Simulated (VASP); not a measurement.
# KCl (I4/mmm) in VASP: band structure with LDA

Aim: the band structure of KCl with LDA.

Program: VASP 6.6.1. These are calculated values, not measurements. Logs are shortened: lines on timing, memory, paths and dates and some standing lists are left out, and cuts for length are marked.

## Step 1: The structure

The structure is tetragonal, space group I4/mmm (No. 139). Conventional cell: a = 4.407 Å, b = 4.407 Å, c = 6.052 Å, α = 90.00°, β = 90.00°, γ = 90.00°. K (site symmetry 4/mmm) has 6 Cl at 3.03 to 3.12 Å as nearest neighbours. Cl (site symmetry 4/mmm) has 6 K at 3.03 to 3.12 Å as nearest neighbours.

The cell was built by a generator and isn't the measured one.

## Step 2: Band structure, LDA

File POSCAR:

```
KCl                                     
1.0
    4.4071807864      0.0000000000      0.0000000000
    0.0000000000      4.4071807864      0.0000000000
    0.0000000000      0.0000000000      6.0524756488
  K               Cl            
     2     2
Direct
     0.0000000000000000    1.0000000000000000    0.0000000000000000
     0.5000000000000000    0.5000000000000000    0.5000000000000000
     0.5000000000000000    0.5000000000000000    0.0000000000000000
     0.0000000000000000    1.0000000000000000    0.5000000000000000
```

File INCAR.step1:

```
PREC     = Accurate       # precision mode
ENCUT    = 520            # plane-wave cutoff, eV
EDIFF    = 1E-6           # SCF threshold, eV
ISMEAR   = 0              # smearing method
SIGMA    = 0.02           # smearing width, eV
LREAL    = F              # projectors in reciprocal space
LASPH    = T              # aspherical terms in the spheres
NELM     = 60             # most SCF steps
ALGO     = Fast           # electronic algorithm
ISIF     = 2              # what is computed and relaxed
LWAVE    = F              # write WAVECAR
LCHARG   = T              # write CHGCAR
GGA      = CA             # functional
```

File KPOINTS.step1:

```
regular mesh
0
Gamma
  7 7 5
```

File INCAR.step2:

```
PREC     = Accurate       # precision mode
ENCUT    = 520            # plane-wave cutoff, eV
EDIFF    = 1E-6           # SCF threshold, eV
ISMEAR   = 0              # smearing method
SIGMA    = 0.05           # smearing width, eV
LREAL    = F              # projectors in reciprocal space
LASPH    = T              # aspherical terms in the spheres
NELM     = 60             # most SCF steps
ALGO     = Fast           # electronic algorithm
ISIF     = 2              # what is computed and relaxed
LWAVE    = F              # write WAVECAR
LCHARG   = F              # write CHGCAR
GGA      = CA             # functional
ICHARG   = 11             # starting density
```

File KPOINTS.step2:

```
path GXMGZRAZ,XR,MA
15
line-mode
reciprocal
 0.0000000000  0.0000000000  0.0000000000  G
 0.0000000000  0.5000000000  0.0000000000  X

 0.0000000000  0.5000000000  0.0000000000  X
 0.5000000000  0.5000000000  0.0000000000  M

 0.5000000000  0.5000000000  0.0000000000  M
 0.0000000000  0.0000000000  0.0000000000  G

 0.0000000000  0.0000000000  0.0000000000  G
 0.0000000000  0.0000000000  0.5000000000  Z

 0.0000000000  0.0000000000  0.5000000000  Z
 0.0000000000  0.5000000000  0.5000000000  R

 0.0000000000  0.5000000000  0.5000000000  R
 0.5000000000  0.5000000000  0.5000000000  A

 0.5000000000  0.5000000000  0.5000000000  A
 0.0000000000  0.0000000000  0.5000000000  Z

 0.0000000000  0.5000000000  0.0000000000  X
 0.0000000000  0.5000000000  0.5000000000  R

 0.5000000000  0.5000000000  0.0000000000  M
 0.5000000000  0.5000000000  0.5000000000  A
```

Potentials or basis: VASP PAW LDA potentials, release 64 (K_sv, Cl).

On the command line:

```sh
$ cat potpaw_LDA.64/K_sv/POTCAR potpaw_LDA.64/Cl/POTCAR > POTCAR
$ cp INCAR.step1 INCAR
$ cp KPOINTS.step1 KPOINTS
$ mpirun -np 1 vasp_std > vasp.out
$ cp INCAR.step2 INCAR
$ cp KPOINTS.step2 KPOINTS
$ mpirun -np 1 vasp_std > vasp.out
```

OUTCAR:

```text
PREC = Accurate
   ENCUT = 520
   EDIFF = 1E-6
   ISMEAR = 0
   LREAL = F
   LASPH = T
   NELM = 60
   ISIF = 2
   GGA = CA
   ICHARG = 11

 ion  position               nearest neighbor table
   1  0.000  0.000  0.000-   4 3.03   4 3.03   3 3.12   3 3.12   3 3.12   3 3.12
   2  0.500  0.500  0.500-   3 3.03   3 3.03   4 3.12   4 3.12   4 3.12   4 3.12
   3  0.500  0.500  0.000-   2 3.03   2 3.03   1 3.12   1 3.12   1 3.12   1 3.12
   4  0.000  0.000  0.500-   1 3.03   1 3.03   2 3.12   2 3.12   2 3.12   2 3.12

  LATTYP: Found a simple tetragonal cell.
 ALAT       =     4.4071807864
 C/A-ratio  =     1.3733213912

  Lattice vectors:

 A1 = (   4.4071807864,   0.0000000000,   0.0000000000)
 A2 = (   0.0000000000,   4.4071807864,   0.0000000000)
 A3 = (   0.0000000000,   0.0000000000,   6.0524756488)

Analysis of symmetry for initial positions (statically):
=====================================================================
 Subroutine PRICEL returns following result:

  LATTYP: Found a body centered tetragonal cell.
 ALAT       =     4.4071807864
 C/A-ratio  =     1.3733213912

  Lattice vectors:

 A1 = (  -2.2035903932,  -2.2035903932,  -3.0262378244)
 A2 = (   2.2035903932,   2.2035903932,  -3.0262378244)
 A3 = (   2.2035903932,  -2.2035903932,   3.0262378244)

   2 primitive cells build up your supercell.

 Routine SETGRP: Setting up the symmetry group for a
 simple tetragonal supercell.

 Subroutine GETGRP returns: Found 16 space group operations
 (whereof 16 operations were pure point group operations)
 out of a pool of 16 trial point group operations.

The static configuration has the point symmetry D_4h.

Analysis of symmetry for dynamics (positions and initial velocities):
=====================================================================
 Subroutine PRICEL returns following result:

  LATTYP: Found a body centered tetragonal cell.
 ALAT       =     4.4071807864
 C/A-ratio  =     1.3733213912

  Lattice vectors:

 A1 = (  -2.2035903932,  -2.2035903932,  -3.0262378244)
 A2 = (   2.2035903932,   2.2035903932,  -3.0262378244)
 A3 = (   2.2035903932,  -2.2035903932,   3.0262378244)

   2 primitive cells build up your supercell.

 Routine SETGRP: Setting up the symmetry group for a
 simple tetragonal supercell.

[... 93 lines left out ...]
   LSORBIT =      F    spin-orbit coupling
   LASPH  =      T    aspherical Exc in radial PAW
   ENCUT  =  520.0 eV  38.22 Ry    6.18 a.u.   8.19  8.19 11.25*2*pi/ulx,y,z
   NELM   =     60;   NELMIN=  2; NELMDL=  0     # of ELM steps
   EDIFF  = 0.1E-05   stopping-criterion for ELM
   LREAL  =      F    real-space projection
   EDIFFG = 0.1E-04   stopping-criterion for IOM
   NSW    =      0    number of steps for IOM
   IBRION =     -1    ionic relax: 0-MD 1-quasi-New 2-CG
   NFREE  =      0    steps in history (QN), initial steepest desc. (CG)
   ISIF   =      2    stress and relaxation
   ISYM   =      2    0-nonsym 1-usesym 2-fastsym
   POTIM  = 0.5000    time-step for ionic-motion
   TEBEG  =    0.0;   TEEND  =   0.0 temperature during run
   PSTRESS=    0.0 pullay stress
   NELECT =      32.0000    total number of electrons
   NUPDOWN=      -1.0000    fix difference up-down
   EMIN   =  10.00;   EMAX   =-10.00  energy-range for DOS
   EFERMI =   0.00;   METHOD = LEGACY
   ISMEAR =     0;   SIGMA  =   0.05  broadening in eV -4-tet -1-fermi 0-gaus
   EFERMI_NEDOS =   21; number of points for ismear=-14 and -15
   IALGO  =     68    algorithm
   IMIX   =      4    mixing-type and parameters
     AMIX     =   0.40;   BMIX     =  1.00
     AMIX_MAG =   1.60;   BMIX_MAG =  1.00
  volume/ion in A,a.u.               =      29.39       198.33
  Fermi-wavevector in a.u.,A,eV,Ry     =   1.060978  2.004959 15.315742  1.125675
  Thomas-Fermi vector in A             =   2.196378
   LORBIT       =      0    0 simple, 1 ext, 2 COOP (PROOUT), +10 PAW based schemes
   GGA     = CA    functional components
   LHFCALC =     F    Hartree Fock is set to
   AEXX    =    0.0000 exact exchange contribution
   IVDW    =     0    specifies the selected vdW correction
   LEPSILON=     F    determine dielectric tensor
   LRPA    =     F    only Hartree local field effects (RPA)
 non-spin polarized calculation
 RMM-DIIS sequential band-by-band and
 Gauss-broadening in eV      SIGMA  =   0.05
  energy-cutoff  :      520.00
  volume of cell :      117.56
 maximum number of plane-waves:      3200
 NGX is ok and might be reduce to    36

 number of electron      31.9999998 magnetization

 Free energy of the ion-electron system (eV)
  ---------------------------------------------------
  ext. energy  EPLUGINS =         0.00000000
  ---------------------------------------------------
  free energy    TOTEN  =       -14.49507508 eV

  energy without entropy =      -14.49507508  energy(sigma->0) =      -14.49507508

 E-fermi :  -1.6014     XC(G=0):  -8.3522

 val. band max:       -1.8161502707   @ k =   0.0000   0.0000   0.0000
 cond. band min:       3.1034221397   @ k =   0.0000   0.0000   0.0000
 fundamental gap:      4.9195724104
 Fermi energy:        -1.6013668350

 k-point     1 :       0.0000    0.0000    0.0000
  band No.  band energies     occupation
      1     -28.5359      2.00000
      2     -28.5138      2.00000
      3     -13.9354      2.00000
      4     -13.8092      2.00000
      5     -12.4417      2.00000
      6     -12.3170      2.00000
[... 541 lines left out ...]
     19       6.1654      0.00000
     20       6.1666      0.00000

 [... further k-points ...]

------------------------ aborting loop because EDIFF is reached ----------------------------------------

  FORCE on cell =-STRESS in cart. coord.  units (eV):
  Direction    XX          YY          ZZ          XY          YZ          ZX
  --------------------------------------------------------------------------------------
  -------------------------------------------------------------------------------------
  Total        1.2848833      1.2848833      1.0482989      0.0000000     -0.0000000      0.0000000
  in kB       17.5113440     17.5113440     14.2869967      0.0000000     -0.0000000      0.0000000
  external PRESSURE =      16.4365615 kB  Pullay stress =       0.0000000 kB

 VOLUME and BASIS-vectors are now :
 -----------------------------------------------------------------------------
  energy-cutoff  :      520.00
  volume of cell :      117.56
      direct lattice vectors                 reciprocal lattice vectors
     4.407180786  0.000000000  0.000000000     0.226902423  0.000000000  0.000000000
     0.000000000  4.407180786  0.000000000     0.000000000  0.226902423  0.000000000
     0.000000000  0.000000000  6.052475649     0.000000000  0.000000000  0.165221648

 POSITION                                       TOTAL-FORCE (eV/Angst)
 -----------------------------------------------------------------------------------
      0.00000      0.00000      0.00000        -0.000000      0.000000      0.000000
      2.20359      2.20359      3.02624        -0.000000     -0.000000     -0.000000
      2.20359      2.20359      0.00000         0.000000      0.000000      0.000000
      0.00000      0.00000      3.02624        -0.000000      0.000000      0.000000
 -----------------------------------------------------------------------------------
    total drift:                                0.000000      0.000000      0.000000

  FREE ENERGIE OF THE ION-ELECTRON SYSTEM (eV)
  ---------------------------------------------------
  free  energy   TOTEN  =       -14.4950750812 eV

  energy  without entropy=      -14.4950750812  energy(sigma->0) =      -14.49507508
```

Run time: 2.5 min. Hardware: 1 thread of Intel Xeon 6975P-C (Granite Rapids), shared host; peak memory 0.37 GiB.

What came out:

```
Band gap on the k mesh  : 4.92 eV
Band gap along the path : 4.92 eV
```

Levels at the corners of the path, in eV from the valence-band top:
```
point  band 12  band 13  band 14  band 15  band 16  band 17  band 18  band 19  band 20
    Γ    -0.30    -0.30    -0.03    -0.03     0.00     4.92     6.05     8.02     8.03
    X    -0.96    -0.40    -0.40    -0.36    -0.36     7.47     7.47     7.84     7.84
    X    -0.96    -0.40    -0.40    -0.36    -0.36     7.47     7.47     7.84     7.84
    M    -0.78    -0.26    -0.26    -0.25    -0.25     6.10     6.10     8.21     8.21
    M    -0.78    -0.26    -0.26    -0.25    -0.25     6.10     6.10     8.21     8.21
    Γ    -0.30    -0.30    -0.03    -0.03     0.00     4.92     6.05     8.02     8.03
    Γ    -0.30    -0.30    -0.03    -0.03     0.00     4.92     6.05     8.02     8.06
    Z    -0.80    -0.19    -0.19    -0.19    -0.19     6.43     6.43     6.87     6.87
    Z    -0.80    -0.19    -0.19    -0.19    -0.19     6.43     6.43     6.87     6.87
    R    -1.26    -0.42    -0.42    -0.42    -0.42     7.33     7.33     8.45     8.45
    R    -1.26    -0.42    -0.42    -0.42    -0.42     7.33     7.33     8.45     8.45
    A    -0.64    -0.57    -0.57    -0.57    -0.57     7.82     7.82     7.82     7.82
    A    -0.64    -0.57    -0.57    -0.57    -0.57     7.82     7.82     7.82     7.82
    Z    -0.80    -0.19    -0.19    -0.19    -0.19     6.43     6.43     6.87     6.87
    X    -0.96    -0.40    -0.40    -0.36    -0.36     7.47     7.47     7.84     7.84
    R    -1.26    -0.42    -0.42    -0.42    -0.42     7.33     7.33     8.45     8.46
    M    -0.78    -0.26    -0.26    -0.25    -0.25     6.10     6.10     8.21     8.21
    A    -0.64    -0.57    -0.57    -0.57    -0.57     7.82     7.82     7.82     7.82
```

Caveat: the log is that of the step along the path at fixed density, whose energy, stress, charges and moments have no meaning.
